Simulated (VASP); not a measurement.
# WC (P-6m2) in VASP: a series of runs

Runs on WC. Level: PBE. Tasks: relaxation of cell and atoms.

Everything below comes from runs of VASP 6.6.1. Logs are shortened: lines on timing, memory, paths and dates and some standing lists are left out, and cuts for length are marked.

**1. The crystal as given**

Symmetry: P-6m2, No. 187, hexagonal system. Conventional cell: a = 2.907 Å, b = 2.907 Å, c = 2.837 Å, α = 90.00°, β = 90.00°, γ = 120.00°. W (site symmetry -6m2) has 6 C at 2.20 Å as nearest neighbours. Around C (site symmetry -6m2) lie 6 W at 2.20 Å.

**2. Relaxation of cell and atoms, PBE**

INCAR reads:

```
SYSTEM = WC
PREC = Accurate
ENCUT = 900
EDIFF = 1E-7
ISMEAR = 0
SIGMA = 0.1
LREAL = .False.
LASPH = .True.
NELM = 80
ALGO = Fast
ISIF = 3
LWAVE = .False.
LCHARG = .False.
GGA = PE
IBRION = 2
NSW = 80
EDIFFG = -0.002
```

KPOINTS reads:

```
regular mesh
0
Gamma
  18 18 14
  0 0 0
```

POSCAR reads:

```
WC
1.0
    2.9065000000      0.0000000000      0.0000000000
   -1.4532500000      2.5171028400      0.0000000000
    0.0000000000      0.0000000000      2.8366000000
W C
1 1
Direct
    0.0000000000      0.0000000000      0.0000000000
    0.6666666700      0.3333333300      0.5000000000
```

Potentials or basis: VASP PAW PBE potentials, release 64 (W_sv, C_h).

The run is started by

```console
$ cat potpaw_PBE.64/W_sv/POTCAR potpaw_PBE.64/C_h/POTCAR > POTCAR
$ mpirun -np 1 vasp_std > vasp.out
```

OUTCAR:

```text
SYSTEM = WC
   PREC = Accurate
   ENCUT = 900
   EDIFF = 1E-7
   ISMEAR = 0
   LREAL = .False.
   LASPH = .True.
   NELM = 80
   ISIF = 3
   GGA = PE
   IBRION = 2
   NSW = 80
   EDIFFG = -0.002

 ion  position               nearest neighbor table
   1  0.000  0.000  0.000-   2 2.20   2 2.20   2 2.20   2 2.20   2 2.20   2 2.20
   2  0.667  0.333  0.500-   1 2.20   1 2.20   1 2.20   1 2.20   1 2.20   1 2.20

  LATTYP: Found a hexagonal cell.
 ALAT       =     2.9065000000
 C/A-ratio  =     0.9759504559

  Lattice vectors:

 A1 = (   2.9065000000,   0.0000000000,   0.0000000000)
 A2 = (  -1.4532500000,   2.5171028400,   0.0000000000)
 A3 = (   0.0000000000,   0.0000000000,   2.8366000000)

Analysis of symmetry for initial positions (statically):
=====================================================================
 Subroutine PRICEL returns:
 Original cell was already a primitive cell.

 Routine SETGRP: Setting up the symmetry group for a
 hexagonal supercell.

 Subroutine GETGRP returns: Found 12 space group operations
 (whereof 12 operations were pure point group operations)
 out of a pool of 24 trial point group operations.

The static configuration has the point symmetry D_3h.

Analysis of symmetry for dynamics (positions and initial velocities):
=====================================================================
 Subroutine PRICEL returns:
 Original cell was already a primitive cell.

 Routine SETGRP: Setting up the symmetry group for a
 hexagonal supercell.

 Subroutine GETGRP returns: Found 12 space group operations
 (whereof 12 operations were pure point group operations)
 out of a pool of 24 trial point group operations.

The dynamic configuration has the point symmetry D_3h.

 Subroutine INISYM returns: Found 12 space group operations
 (whereof 12 operations are pure point group operations),
 and found     1 'primitive' translations

----------------------------------------------------------------------------------------

                                     Primitive cell

  volume of cell :      20.7525

  direct lattice vectors                    reciprocal lattice vectors
     2.906500000  0.000000000  0.000000000     0.344056425  0.198641069  0.000000000
    -1.453250000  2.517102840  0.000000000     0.000000000  0.397282139  0.000000000
     0.000000000  0.000000000  2.836600000     0.000000000  0.000000000  0.352534725

  length of vectors
     2.906500000  2.906500003  2.836600000     0.397282139  0.397282139  0.352534725

  position of ions in fractional coordinates (direct lattice)
     0.000000000  0.000000000  0.000000000
     0.666666670  0.333333330  0.500000000

  ion indices of the primitive-cell ions
   primitive index   ion index
                 1           1
                 2           2

----------------------------------------------------------------------------------------

 KPOINTS: regular mesh

Automatic generation of k-mesh.
 Grid dimensions read from file:
 generate k-points for:   18   18   14

 Generating k-lattice:

  Cartesian coordinates                     Fractional coordinates (reciprocal lattice)
     0.019114246  0.011035615  0.000000000     0.055555556  0.000000000  0.000000000
     0.000000000  0.022071230  0.000000000     0.000000000  0.055555556  0.000000000
     0.000000000  0.000000000  0.025181052     0.000000000  0.000000000  0.071428571

  Length of vectors
     0.022071230  0.022071230  0.025181052

  Shift w.r.t. Gamma in fractional coordinates (k-lattice)
     0.000000000  0.000000000  0.000000000

 Subroutine IBZKPT returns following result:
 ===========================================

 Found    296 irreducible k-points:

 Following reciprocal coordinates:
            Coordinates               Weight
  0.000000  0.000000  0.000000      1.000000
  0.055556  0.000000  0.000000      6.000000
  0.111111  0.000000  0.000000      6.000000
  0.166667  0.000000  0.000000      6.000000
  0.222222  0.000000  0.000000      6.000000
  0.277778  0.000000  0.000000      6.000000
[... 16 lines left out ...]
  0.333333  0.111111  0.000000     12.000000
  0.388889  0.111111  0.000000     12.000000
 [... further k-points ...]
   k-points           NKPTS =    296   k-points in BZ     NKDIM =    296   number of bands    NBANDS=     13
   number of dos      NEDOS =    301   number of ions     NIONS =      2
   total plane-waves  NPLWV =  21952
   dimension x,y,z NGX =    28 NGY =   28 NGZ =   28
   dimension x,y,z NGXF=    56 NGYF=   56 NGZF=   56
   ions per type =               1   1
   NGX,Y,Z   is equivalent  to a cutoff of  16.02, 16.02, 16.41 a.u.
   NGXF,Y,Z  is equivalent  to a cutoff of  32.03, 32.03, 32.82 a.u.
 SYSTEM =  WC
   PREC   = accura    normal or accurate (medium, high low for compatibility)
   ISTART =      0    job   : 0-new  1-cont  2-samecut
   ICHARG =      2    charge: 1-file 2-atom 10-const
   ISPIN  =      1    spin polarized calculation?
   LNONCOLLINEAR =      F non collinear calculations
   LSORBIT =      F    spin-orbit coupling
   LASPH  =      T    aspherical Exc in radial PAW
   ENCUT  =  900.0 eV  66.15 Ry    8.13 a.u.   7.11  7.11  6.94*2*pi/ulx,y,z
   NELM   =     80;   NELMIN=  2; NELMDL= -5     # of ELM steps
   EDIFF  = 0.1E-06   stopping-criterion for ELM
   LREAL  =      F    real-space projection
   EDIFFG = -.2E-02   stopping-criterion for IOM
   NSW    =     80    number of steps for IOM
   IBRION =      2    ionic relax: 0-MD 1-quasi-New 2-CG
   NFREE  =      1    steps in history (QN), initial steepest desc. (CG)
   ISIF   =      3    stress and relaxation
   ISYM   =      2    0-nonsym 1-usesym 2-fastsym
   POTIM  = 0.5000    time-step for ionic-motion
   TEBEG  =    0.0;   TEEND  =   0.0 temperature during run
   PSTRESS=    0.0 pullay stress
   NELECT =      18.0000    total number of electrons
   NUPDOWN=      -1.0000    fix difference up-down
   EMIN   =  10.00;   EMAX   =-10.00  energy-range for DOS
   EFERMI =   0.00;   METHOD = LEGACY
   ISMEAR =     0;   SIGMA  =   0.10  broadening in eV -4-tet -1-fermi 0-gaus
   EFERMI_NEDOS =   21; number of points for ismear=-14 and -15
   IALGO  =     68    algorithm
   IMIX   =      4    mixing-type and parameters
     AMIX     =   0.40;   BMIX     =  1.00
     AMIX_MAG =   1.60;   BMIX_MAG =  1.00
  volume/ion in A,a.u.               =      10.38        70.02
  Fermi-wavevector in a.u.,A,eV,Ry     =   1.561262  2.950358 33.164744  2.437540
  Thomas-Fermi vector in A             =   2.664353
   LORBIT       =      0    0 simple, 1 ext, 2 COOP (PROOUT), +10 PAW based schemes
   GGA     = PE    functional components
   LHFCALC =     F    Hartree Fock is set to
   AEXX    =    0.0000 exact exchange contribution
   IVDW    =     0    specifies the selected vdW correction
   LEPSILON=     F    determine dielectric tensor
   LRPA    =     F    only Hartree local field effects (RPA)
 conjugate gradient relaxation of ions
 non-spin polarized calculation
 RMM-DIIS sequential band-by-band and
 Gauss-broadening in eV      SIGMA  =   0.10
  energy-cutoff  :      900.00
  volume of cell :       20.75
 maximum number of plane-waves:      1310
   NGX = 15   NGY = 15   NGZ = 13

--------------------------------------- Ionic step        1  -------------------------------------------

 number of electron      18.0000002 magnetization

 Free energy of the ion-electron system (eV)
  ---------------------------------------------------
  ext. energy  EPLUGINS =         0.00000000
  ---------------------------------------------------
  free energy    TOTEN  =       -22.44941477 eV

  energy without entropy =      -22.44808359  energy(sigma->0) =      -22.44874918

------------------------ aborting loop because EDIFF is reached ----------------------------------------

  FORCE on cell =-STRESS in cart. coord.  units (eV):
  Direction    XX          YY          ZZ          XY          YZ          ZX
  --------------------------------------------------------------------------------------
  -------------------------------------------------------------------------------------
  Total        0.8508512      0.8508512      0.8534498      0.0000000     -0.0000000     -0.0000000
  in kB       65.6893293     65.6893295     65.8899481      0.0000000     -0.0000000     -0.0000000
  external PRESSURE =      65.7562023 kB  Pullay stress =       0.0000000 kB
[... 165 lines left out ...]
  energy  without entropy=      -22.4549110458  energy(sigma->0) =      -22.45561546

--------------------------------------- Ionic step        6  -------------------------------------------

 number of electron      18.0000001 magnetization

 Free energy of the ion-electron system (eV)
  ---------------------------------------------------
  ext. energy  EPLUGINS =         0.00000000
  ---------------------------------------------------
  free energy    TOTEN  =       -22.45637166 eV

  energy without entropy =      -22.45497271  energy(sigma->0) =      -22.45567219

 E-fermi :  11.1587     XC(G=0): -13.7425

 val. band max:       11.1472286156   @ k =   0.4444   0.0000   0.5000
 cond. band min:      11.1665299391   @ k =   0.4444   0.0556   0.4286
 fundamental gap:      0.0193013235
 Fermi energy:        11.1586503060

 k-point     1 :       0.0000    0.0000    0.0000
  band No.  band energies     occupation
      1     -62.8676      2.00000
      2     -26.8445      2.00000
      3     -26.7539      2.00000
      4     -26.7539      2.00000
      5      -3.1525      2.00000
      6       6.9540      2.00000
      7       7.8976      2.00000
      8       7.8976      2.00000
      9      11.2681      0.12157
     10      14.3327      0.00000
     11      14.3327      0.00000
     12      16.7088      0.00000
     13      16.7088      0.00000
[... 353 lines left out ...]
 k-point    24 :       0.3889    0.1111    0.0000
  band No.  band energies     occupation
      1     -62.8141      2.00000
      2     -27.4692      2.00000
      3     -26.9845      2.00000
      4     -26.7407      2.00000
      5       0.1596      2.00000
      6       4.3810      2.00000
      7       7.6318      2.00000
      8       7.7424      2.00000
      9      10.6768      2.00000
     10      12.9709      0.00000
     11      14.6570      0.00000
     12      15.8616      0.00000
     13      18.5775      0.00000

 [... further k-points ...]

------------------------ aborting loop because EDIFF is reached ----------------------------------------

  FORCE on cell =-STRESS in cart. coord.  units (eV):
  Direction    XX          YY          ZZ          XY          YZ          ZX
  --------------------------------------------------------------------------------------
  -------------------------------------------------------------------------------------
  Total        0.0019539      0.0019539      0.0018466     -0.0000000      0.0000000      0.0000000
  in kB        0.1483941      0.1483941      0.1402482     -0.0000000      0.0000000      0.0000000
  external PRESSURE =       0.1456788 kB  Pullay stress =       0.0000000 kB
[... 17 lines left out ...]
  FREE ENERGIE OF THE ION-ELECTRON SYSTEM (eV)
  ---------------------------------------------------
  free  energy   TOTEN  =       -22.4563716610 eV

  energy  without entropy=      -22.4549727105  energy(sigma->0) =      -22.45567219

 reached required accuracy - stopping structural energy minimisation
```

It took 5.7 min on 1 thread of Intel Xeon Platinum 8559C (Emerald Rapids), shared host; peak memory 0.33 GiB.

What came out:

- Free energy: -22.4564 eV
- Relaxed volume: 10.55 Å³/atom
- Relaxed cell: a = 2.924 Å, b = 2.924 Å, c = 2.850 Å, α = 90.00°, β = 90.00°, γ = 120.00°
- Space group after relaxing (to 0.05 Å): P-6m2 (No. 187)
- Energy gained by relaxing: 3.5 meV/atom
- Ionic steps: 6
- Pressure after relaxing: 0.0 GPa
- Band gap on the k mesh: none (metal or under the smearing width)

Step by step:
| step | energy change (eV) | largest force (eV/Å) | pressure (GPa) | volume (Å³) |
| --- | --- | --- | --- | --- |
| 1 | 0.0000 | 0.0000 | 6.58 | 20.75 |
| 2 | 0.0425 | 0.0000 | -15.77 | 22.06 |
| 3 | -0.0069 | 0.0000 | -0.10 | 21.10 |
| 4 | -0.0069 | 0.0000 | 0.04 | 21.09 |
| 5 | -0.0069 | 0.0000 | 0.04 | 21.10 |
| 6 | -0.0070 | 0.0000 | 0.01 | 21.10 |

Final structure:
```cif
data_structure
_symmetry_space_group_name_H-M 'P 1'
_symmetry_Int_Tables_number 1
_cell_length_a 2.9238
_cell_length_b 2.9238
_cell_length_c 2.8496
_cell_angle_alpha 90.000
_cell_angle_beta 90.000
_cell_angle_gamma 120.000
_cell_volume 21.10
loop_
_atom_site_label
_atom_site_type_symbol
_atom_site_fract_x
_atom_site_fract_y
_atom_site_fract_z
_atom_site_occupancy
W1 W 0.00000 0.00000 0.00000 1
C1 C 0.66667 0.33333 0.50000 1
```

Caveat: the cutoff is under 1.25 times the usual one of these potentials, so pressure, stress and relaxed cells hold a basis-set (Pulay) error. Spin-orbit coupling is left out, which matters for the levels of W.

**3. Relaxation of cell and atoms, PBE**

This run uses another cell than the first one, of 10.55 Å³/atom, 1.017 times its volume.

INCAR is that of step 2.

KPOINTS is that of step 2.

POSCAR reads:

```
WC                                      
1.0
    2.9237654830     -0.0000000000     -0.0000000000
   -1.4618827415      2.5320551870      0.0000000000
    0.0000000000      0.0000000000      2.8495886733
  W               C             
     1     1
Direct
     0.0000000000000000    0.0000000000000000    0.0000000000000000
     0.6666666699999979    0.3333333300000021    0.5000000000000000
```

Potentials or basis: VASP PAW PBE potentials, release 64 (W_sv, C_h).

The run is started by

```console
$ cat potpaw_PBE.64/W_sv/POTCAR potpaw_PBE.64/C_h/POTCAR > POTCAR
$ mpirun -np 1 vasp_std > vasp.out
```

It took 2.6 min on 1 thread of Intel Xeon Platinum 8559C (Emerald Rapids), shared host; peak memory 0.33 GiB.

Results (log left out):

- Free energy: -22.4567 eV
- Relaxed volume: 10.55 Å³/atom
- Relaxed cell: a = 2.924 Å, b = 2.924 Å, c = 2.850 Å, α = 90.00°, β = 90.00°, γ = 120.00°
- Space group after relaxing (to 0.05 Å): P-6m2 (No. 187)
- Energy gained by relaxing: 0.0 meV/atom
- Ionic steps: 3
- Pressure after relaxing: 0.0 GPa
- Band gap on the k mesh: none (metal or under the smearing width)

Final structure:
```
W C
1.0
     2.92387    0.00000    0.00000
    -1.46194    2.53215    0.00000
     0.00000    0.00000    2.84971
W C
1 1
Direct
  0.00000 0.00000 0.00000
  0.66667 0.33333 0.50000
```

Levels at points of the mesh, in eV from the Fermi level:
| k point | band 5 | band 6 | band 7 | band 8 | band 9 | band 10 | band 11 | band 12 | band 13 |
| --- | --- | --- | --- | --- | --- | --- | --- | --- | --- |
| (0.00, 0.00, 0.00) | -14.31 | -4.20 | -3.26 | -3.26 | 0.11 | 3.17 | 3.17 | 5.55 | 5.55 |
| (0.50, 0.00, 0.00) | -11.02 | -6.94 | -3.52 | -3.48 | -0.46 | 2.31 | 4.43 | 4.77 | 6.78 |
| (0.00, 0.00, 0.50) | -10.37 | -8.53 | -1.97 | -1.97 | -0.55 | -0.55 | 3.63 | 4.49 | 4.49 |
| (0.50, 0.00, 0.50) | -11.17 | -6.34 | -4.23 | -4.14 | 0.27 | 4.33 | 5.20 | 6.50 | 9.02 |

Caveat: the cutoff is under 1.25 times the usual one of these potentials, so pressure, stress and relaxed cells hold a basis-set (Pulay) error. The run has no spin-orbit coupling, so splittings on W are missing.
